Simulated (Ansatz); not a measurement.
The cell is a 12-atom cell of SiO2 from a published structure; cell and atoms were relaxed with r2SCAN. The symmetry is P4_12_12 (No. 92, tetragonal); conventional cell a = 4.979 Å, c = 6.915 Å, 14.29 Å³ an atom. Si has 4 O at 1.61 Å; O has 2 Si at 1.61 Å.

The questions ask for values computed with the plane-wave code Ansatz on this geometry. No spin polarisation; the structure comes from an open crystallographic database, the properties from the calculation.

Given (6×6×4 mesh): The PBE gap is direct at Γ: 5.73 eV.

**Question.** How does the gap change from PBE to r2SCAN (6×6×4)?

**Answer.** The r2SCAN gap is direct at Γ: 6.35 eV. The gap differs by +0.62 eV from PBE's.

**Question.** Estimate the gap with HSE06 on 4×4×2.

**Answer.** The HSE06 gap is direct at Γ: 7.51 eV. The gap differs by +1.78 eV from PBE's.

**Question.** How does the gap change from PBE to PBE0 (4×4×2)?

**Answer.** The PBE0 gap is direct at Γ: 8.28 eV. The gap differs by +2.55 eV from PBE's.

**Question.** What do these levels agree on?

**Answer.** r2SCAN covers 35 % of the step from PBE to HSE06. All these functionals give a gap of the same kind, direct.

The meshes of the hybrids are coarse, so their gaps aren't converged to the digits shown.
